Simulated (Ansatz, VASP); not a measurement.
## WSe2 in VASP and in Ansatz

```xyz
3
Lattice="3.2855 0.0000 0.0000 -1.6427 2.8453 0.0000 0.0000 0.0000 32.7374" Properties=species:S:1:pos:R:3 pbc="T T T"
Se    0.0000    1.8969   14.6840
Se    0.0000    1.8969   18.0534
W     1.6427    0.9484   16.3687
```

Alike in both runs: functional PBE; dispersion D3(BJ); k mesh 9 × 9 × 1; occupations gaussian, width 0.02 eV; no spin polarisation.

Ansatz relaxed the structure, and its values are those at the end. VASP's run is a single point on that final structure, the one shown.

|  | VASP | Ansatz |
| --- | --- | --- |
| version | VASP 6.6.1 | Ansatz 0.2.0 |
| potentials or method | VASP PAW PBE potentials, release 64 (Se, W_sv) | scalar-relativistic, plane waves, PAW |
| plane-wave cutoff (eV) | 520 | 420 |
| valence electrons in the cell | 26 | 46 |

|  | VASP | Ansatz | Ansatz less VASP |
| --- | --- | --- | --- |
| gap on the k mesh at the Fermi level (eV) | 1.67 | 1.67 | +0.004 |
| least direct gap on the mesh (eV) | 1.67 | 1.67 | +0.004 |
| rms of the force components (eV/Å) | 0.023 | 0.000 | -0.0225 |

The two sets of potentials don't hold the same shells in valence.

Caveats: spin-orbit coupling is left out, which moves the levels of the heavy elements. Expect the measured gap to be larger: semilocal functionals such as PBE lack the derivative discontinuity.
